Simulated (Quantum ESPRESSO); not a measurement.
## MgS (Niningerite) under changes of volume

One of the cells (17.609 Å³/atom); the others are scaled copies at fixed shape and fractional positions:

```
S Mg
1.0
     0.00000    2.60165    2.60165
     2.60165    0.00000    2.60165
     2.60165    2.60165    0.00000
S Mg
1 1
Direct
  0.50000 0.50000 0.50000
  0.00000 0.00000 0.00000
```

* Program: Quantum ESPRESSO 7.5
* Functional: r2SCAN
* Potentials or basis: SG15 PBE 1.2
* Cutoff: 952 eV
* Density cutoff: 3810 eV
* k mesh: 7 × 7 × 7
* Occupations: fermi-dirac, width 0.05 eV
* Spin: no spin polarisation

```csv
volume (Å³/atom),energy over the lowest point (meV/atom),pressure (GPa),gap on the mesh (eV)
16.553,21.87,6.0,3.88
16.905,?,?,?
17.257,3.22,2.0,3.79
17.609,0.00,0.3,3.74
17.962,0.38,-1.2,3.69
18.314,3.97,-2.6,3.65
18.666,10.53,-3.9,3.60
```

Question: What does the run at 16.905 Å³/atom give?

Answer: Energy over the lowest point 10.37 meV/atom; pressure 3.9 GPa; gap on the mesh 3.84 eV.

Worked out: A Birch-Murnaghan fit of order 3 (a polynomial in V^(-2/3)) to the other rows has its minimum at 17.75 Å³/atom with B0 = V·E''(V) = 79 GPa and B' = 3.9. It gives 10.37 meV/atom at 16.905 Å³/atom, against the run's 10.37, and -dE/dV = 4.2 GPa, against 3.9. A straight line through the other rows of the gap, of slope -2.33 eV per unit of ln V, gives 3.83 eV, against the run's 3.84.

Energies are extrapolated to zero smearing.

Caveats: the potentials were made for another functional, which shifts forces and pressure; an odd mesh through Γ misses points on the zone boundary, where band edges often lie.
